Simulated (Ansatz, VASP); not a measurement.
## One calculation of CsPbCl3, two programs

```xyz
5
Lattice="5.6771 0.0000 0.0000 0.0000 5.6771 0.0000 0.0000 0.0000 5.6771" Properties=species:S:1:pos:R:3 pbc="T T T"
Cs    0.0000    0.0000    0.0000
Pb    2.8385    2.8385    2.8385
Cl    2.8385    2.8385    0.0000
Cl    2.8385    0.0000    2.8385
Cl    0.0000    2.8385    2.8385
```

Alike in both runs: task single point; functional LDA; k mesh 4 × 4 × 4; no spin polarisation.

|  | VASP | Ansatz |
| --- | --- | --- |
| version | VASP 6.6.1 | Ansatz 0.2.0 |
| potentials or method | VASP PAW LDA potentials, release 64 (Cs_sv, Pb_d, Cl) | plane waves, PAW |
| plane-wave cutoff (eV) | 520 | 420 |
| occupations | gaussian, width 0.01 eV | fixed |
| valence electrons in the cell | 44 | 44 |

```tsv
	VASP	Ansatz	Ansatz less VASP
gap on the k mesh at the Fermi level (eV)	1.87	1.89	+0.025
pressure (GPa)	-2.0	-2.0	0.00
```

Caveats: spin-orbit coupling is left out, which as a rule narrows the gap of such compounds by several tenths of an eV. A k mesh can miss the band edges. As with any semilocal functional, this LDA gap is likely too small.
